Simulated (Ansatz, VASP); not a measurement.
# InP in VASP and in Ansatz

The input INCAR:

```
PREC = Accurate ; ENCUT = 520
EDIFF = 1E-7 ; ISMEAR = 0
SIGMA = 0.05 ; LREAL = F
LASPH = T ; NELM = 60
ALGO = Normal ; ISIF = 2
LWAVE = F ; LCHARG = F
GGA = PE ; NBANDS = 16
```

Contents of KPOINTS:

```
Automatic mesh
0
Gamma
  10 10 10
```

POSCAR

```
InP
1.0
    0.0000000000      3.0247347168      2.8906331776
    3.0247347168      0.0000000000      2.8906331776
    3.0247347168      3.0247347168      0.0000000000
In P
1 1
Direct
    0.0000000000      0.0000000000      0.0000000000
    0.7500000000      0.7500000000      0.7500000000
```

Input for Ansatz:

```yaml
crystal:
  lattice:
    - [0.0, 3.0247347168, 2.8906331776]
    - [3.0247347168, 0.0, 2.8906331776]
    - [3.0247347168, 3.0247347168, 0.0]
  atoms:
    - { symbol: In, position: [0.0, 0.0, 0.0] }
    - { symbol: P, position: [0.75, 0.75, 0.75] }
basis:
  ecutwfc: 420
kpoints:
  mp_grid: { grid: [10, 10, 10] }
hamiltonian:
  xc: pbe
scf:
  occupations: { method: gaussian, width: 0.05 }
output:
  forces: true
  stress: true
  eigenvalues: true
```

Change from the starting cell: strain +0.015 along x and y, -0.030 along z, atoms carried along.

Alike in both runs: task single point; functional PBE; k mesh 10 × 10 × 10; occupations gaussian, width 0.05 eV; no spin polarisation.

```csv
,VASP,Ansatz
version,VASP 6.6.1,Ansatz 0.2.0
potentials or method,"VASP PAW PBE potentials, release 64 (In_d, P)","scalar-relativistic, plane waves, PAW"
plane-wave cutoff (eV),520,420
valence electrons in the cell,18,18
```

```tsv
	VASP	Ansatz	Ansatz less VASP
gap on the k mesh at the Fermi level (eV)	0.31	0.31	+0.003
least direct gap on the mesh (eV)	0.31	0.31	+0.003
pressure (GPa)	-0.1	0.0	+0.04
largest component of the traceless stress (GPa)	1.14	1.14	0.000
```

With one functional, cell and mesh, what is left measures potentials, basis and numerics.

Caveats: spin-orbit coupling is left out, which moves the levels of the heavy elements.
